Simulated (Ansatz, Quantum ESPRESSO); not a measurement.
## Fitting the LDA energy curve of NiAl

Symmetry: Pm-3m, No. 221, cubic system. Conventional cell: a = 2.881 Å, b = 2.881 Å, c = 2.881 Å, α = 90.00°, β = 90.00°, γ = 90.00°. Ni (site symmetry m-3m) has 8 Al at 2.50 Å as nearest neighbours. Around Al (site symmetry m-3m) lie 8 Ni at 2.50 Å.

The cell was scaled at fixed shape and fractions and run with Ansatz, Ansatz PAW, cutoff 420 eV; LDA, k mesh 9 × 9 × 9 on the cell of 2 atoms, fermi-dirac occupations of 0.05 eV, collinear spin, ferromagnetic start, no spin-orbit coupling. The potentials were made for PBE. Energies are those that the program minimises, any entropy of the smearing included. For a metal such a mesh isn't converged to the digits shown. The magnetic state is the one that the start led to, which needn't be the lowest.

| V (Å³/atom) | energy over the lowest row (meV/atom) |
| --- | --- |
| 11.2390 | 0.00 |
| 11.4781 | 0.03 |
| 11.7173 | 5.61 |
| 11.9564 | 16.13 |
| 12.1955 | ? |
| 12.4346 | 49.98 |
| 12.6738 | 72.39 |

Q: Fit the third-order Birch-Murnaghan form, give V0, B0 and B′, and predict the energy left open.

A: With y = (V0/V)^(2/3), E = E0 + (9 V0 B0/16) [(y - 1)³ B′ + (y - 1)² (6 - 4y)]. Least squares through the rows shown give V0 = 11.3563 Å³/atom, E0 = -0.72 meV, B0 = 187.0 GPa (1 eV/Å³ = 160.218 GPa) and B′ = 4.43, with a largest miss of 0.01 meV. At V = 12.1955 the form with these constants gives 31.09 meV; the run gave 31.08 meV an atom. Other set-ups at this level, from all their volumes (Å³/atom, GPa): Ansatz, all-electron LAPW, scalar-relativistic: V0 11.349, B0 186.4; Quantum ESPRESSO, PseudoDojo 0.4.1 SR LDA standard: V0 11.320, B0 185.6; Quantum ESPRESSO, GBRV 1.5 LDA: V0 11.378, B0 187.2.
